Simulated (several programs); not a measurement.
**Ag2O (Pn-3m) from semi-empirical methods to plane-wave DFT**

Measured values to be reproduced:
- volume: 17.81 Å³ an atom (from the lattice constants; cubic lattice parameter; 15 K; “Phonons, Nature of Bonding and Their Relation to Anomalous Thermal Expansion Behavior of M2O (M=Au, Ag, Cu)”; 2013; arxiv:1311.4701)

A 6-atom cell of Ag2O started from a crystallographic database, relaxed with r2SCAN in Ansatz, was computed with several methods. Space group Pn-3m (No. 224), cubic; conventional cell a = 4.756 Å, 17.93 Å³ an atom. Around Ag lie 2 O at 2.06 Å; around O lie 4 Ag at 2.06 Å. The values are computed, spin-unpolarised.

```yaml
crystal:
  lattice:
    - [4.75612, 0.00000, 0.00000]
    - [0.00000, 4.75612, 0.00000]
    - [0.00000, 0.00000, 4.75612]
  atoms:
    - { symbol: Ag, position: [0.25000, 0.25000, 0.25000] }
    - { symbol: Ag, position: [0.25000, 0.75000, 0.75000] }
    - { symbol: Ag, position: [0.75000, 0.75000, 0.25000] }
    - { symbol: Ag, position: [0.75000, 0.25000, 0.75000] }
    - { symbol: O, position: [0.00000, 0.00000, 0.00000] }
    - { symbol: O, position: [0.50000, 0.50000, 0.50000] }
```

Gaps and times are for a single point on this cell; volume and bulk modulus come from each method's own relaxation or energy curve at fixed shape. Times are rough, from shared hosts (Arm Neoverse V2; Intel Xeon Processor @ 2.70GHz), and each method has its own mesh and cell size. A star marks a curve whose lowest point is an end point. PM7 (MOPAC), GFN1-xTB (tblite), GFN2-xTB (tblite) treat a cluster of cells at its zone centre, which samples few k points: where these miss a band edge, the gap comes out too large for that reason alone. Gaps from k meshes are read at a limited set of points (mesh, symmetry points, PBE's band edges), so each method's own least gap may be somewhat smaller. xTB and the PM methods were fitted mostly to molecules, and can miss a solid's gap by electronvolts. Minimal bases can be far off for gaps. Times of the plane-wave ladder aren't listed, since it ran on unlike processors and cards. d marks a direct gap, i an indirect one (no mark: not told apart), a dash a value that wasn't computed or didn't pass its checks.

```json
{"method": "PBEsol", "kind": "semilocal", "gap (eV)": "–", "own volume (Å³/atom)": "17.38", "bulk modulus (GPa)": "–", "atoms computed": "6", "processor time": "–"}
{"method": "light PBE (260 eV and a coarse mesh)", "kind": "light plane-wave", "gap (eV)": "0", "own volume (Å³/atom)": "–", "bulk modulus (GPa)": "–", "atoms computed": "6", "processor time": "1.2 s"}
{"method": "GFN1-xTB (tblite)", "kind": "tight binding", "gap (eV)": "0.60", "own volume (Å³/atom)": "19.56*", "bulk modulus (GPa)": "67*", "atoms computed": "cluster", "processor time": "1.7 s"}
{"method": "GFN2-xTB (tblite)", "kind": "tight binding", "gap (eV)": "0.34", "own volume (Å³/atom)": "–", "bulk modulus (GPa)": "–", "atoms computed": "cluster", "processor time": "3.6 s"}
{"method": "PBE", "kind": "semilocal", "gap (eV)": "0", "own volume (Å³/atom)": "18.57", "bulk modulus (GPa)": "70", "atoms computed": "6", "processor time": "–"}
{"method": "LDA", "kind": "semilocal", "gap (eV)": "0", "own volume (Å³/atom)": "16.62", "bulk modulus (GPa)": "–", "atoms computed": "6", "processor time": "–"}
{"method": "r2SCAN", "kind": "semilocal", "gap (eV)": "0.24 d", "own volume (Å³/atom)": "17.93", "bulk modulus (GPa)": "83", "atoms computed": "6", "processor time": "–"}
{"method": "PBE/SZV (CP2K)", "kind": "small basis", "gap (eV)": "0.31 d", "own volume (Å³/atom)": "19.93*", "bulk modulus (GPa)": "62*", "atoms computed": "6", "processor time": "14 s"}
{"method": "PBE+SOC", "kind": "semilocal", "gap (eV)": "0.14 d", "own volume (Å³/atom)": "–", "bulk modulus (GPa)": "–", "atoms computed": "6", "processor time": "–"}
{"method": "PBE/DZVP (CP2K)", "kind": "small basis", "gap (eV)": "0", "own volume (Å³/atom)": "18.91", "bulk modulus (GPa)": "68", "atoms computed": "6", "processor time": "56 s"}
{"method": "PM7 (MOPAC)", "kind": "semi-empirical", "gap (eV)": "3.64", "own volume (Å³/atom)": "–", "bulk modulus (GPa)": "–", "atoms computed": "cluster", "processor time": "71 s"}
{"method": "PBE0", "kind": "hybrid", "gap (eV)": "1.86 d", "own volume (Å³/atom)": "–", "bulk modulus (GPa)": "–", "atoms computed": "6", "processor time": "–"}
{"method": "HSE06", "kind": "hybrid", "gap (eV)": "1.14 d", "own volume (Å³/atom)": "–", "bulk modulus (GPa)": "–", "atoms computed": "6", "processor time": "–"}
```

Against HSE06 (1.14 eV) and with closed or daggered gaps left aside, the nearest gap at the points sampled is that of GFN1-xTB (tblite) (-0.54 eV) and the farthest that of PM7 (MOPAC) (+2.50 eV). HSE06 is only a yardstick of convenience, and nearness to it can be luck.

Volumes against r2SCAN's: PBEsol -3.1 %, PBE +3.6 %, LDA -7.3 %, PBE/DZVP (CP2K) +5.5 %.

With PBE the bands overlap or touch, or nearly. Semilocal functionals can close a real gap, so this doesn't show a metal; small gaps of other methods may in turn close between the points read or with spin-orbit coupling, and the solid may be a semimetal.

Comparison with experiment:
- Volume, measured 17.81 Å³ an atom: PBEsol -2.4 %, PBE +4.3 %, LDA -6.7 %, r2SCAN +0.7 %, PBE/DZVP (CP2K) +6.2 %.
The calculations are for a static lattice; samples hold vibrations, temperature and, in optical gaps, excitons. A measured value is shown where most reports agree with it, and only for the quantities listed.

Only the rows marked +SOC include spin-orbit coupling.
